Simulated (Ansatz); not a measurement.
# SiMo3: start and end of a relaxation

Recipe of this trial structure of SiMo3: random cell by space group and Wyckoff sites (Fm-3m, No. 225). Lengths were set from tabulated atomic sizes, so they are only a guess.

start.cif

```cif
data_structure
_symmetry_space_group_name_H-M 'Fm-3m'
_symmetry_Int_Tables_number 225
_cell_length_a 6.7511
_cell_length_b 6.7511
_cell_length_c 6.7511
_cell_angle_alpha 90.000
_cell_angle_beta 90.000
_cell_angle_gamma 90.000
_cell_volume 307.69
loop_
_atom_site_label
_atom_site_type_symbol
_atom_site_symmetry_multiplicity
_atom_site_Wyckoff_symbol
_atom_site_fract_x
_atom_site_fract_y
_atom_site_fract_z
_atom_site_occupancy
Si1 Si 4 a 0.00000 0.00000 0.00000 1
Mo1 Mo 8 c 0.25000 0.25000 0.75000 1
Mo2 Mo 4 b 0.50000 0.00000 0.00000 1
```

Computed with Ansatz, DFT PBE, scalar-relativistic, plane waves, PAW. Cutoff 420 eV, Gaussian smearing, Γ-centred meshes. Cell and atoms relax first on a coarse mesh and then on a finer one. In between, the cell is made exact in the group found at 0.06 Å. In metals the finer mesh still leaves noise of several meV/atom or more. The steps can't lower the symmetry of their start. No spin polarisation in the relaxation; trial moments died out in a coarse test.

end.cif

```cif
data_structure
_symmetry_space_group_name_H-M 'Fm-3m'
_symmetry_Int_Tables_number 225
_cell_length_a 6.1979
_cell_length_b 6.1979
_cell_length_c 6.1979
_cell_angle_alpha 90.000
_cell_angle_beta 90.000
_cell_angle_gamma 90.000
_cell_volume 238.09
loop_
_atom_site_label
_atom_site_type_symbol
_atom_site_symmetry_multiplicity
_atom_site_Wyckoff_symbol
_atom_site_fract_x
_atom_site_fract_y
_atom_site_fract_z
_atom_site_occupancy
Si1 Si 4 a 0.00000 0.00000 0.00000 1
Mo1 Mo 8 c 0.25000 0.25000 0.75000 1
Mo2 Mo 4 b 0.50000 0.00000 0.00000 1
```

The symmetry stays Fm-3m (No. 225). The end has the BiF3 (D0_3) type. The volume per atom shrinks by 22.6 %, from 19.2 to 14.9 Å³. The shortest distance goes from 2.92 Å (Si–Mo and Mo–Mo) to 2.68 Å (Si–Mo and Mo–Mo). The energy falls by about 0.61 eV/atom (the start's value is from the coarse mesh).

```json
{
 "Volume per atom": "14.88 Å³",
 "Density": "8.81 g/cm³",
 "Formation energy": "−0.05 eV/atom",
 "Gap on the 14×14×14 mesh of the 4-atom cell": "0 eV (a metal)"
}
```

The zero of energy is the elements' standard structures at the same level; no fitted shifts are applied.

The last run used Gaussian smearing of 0.10 eV. Symmetry constrained the relaxation, so the result can be a saddle point. In all, the 4 runs took 51 s on 1 thread of Arm Neoverse V1 (shared host). Another cell of SiMo3 relaxed alike, in Pm-3n (a cell as deposited in COD), lies 262 meV/atom lower, so this cell isn't the stable form at this level.
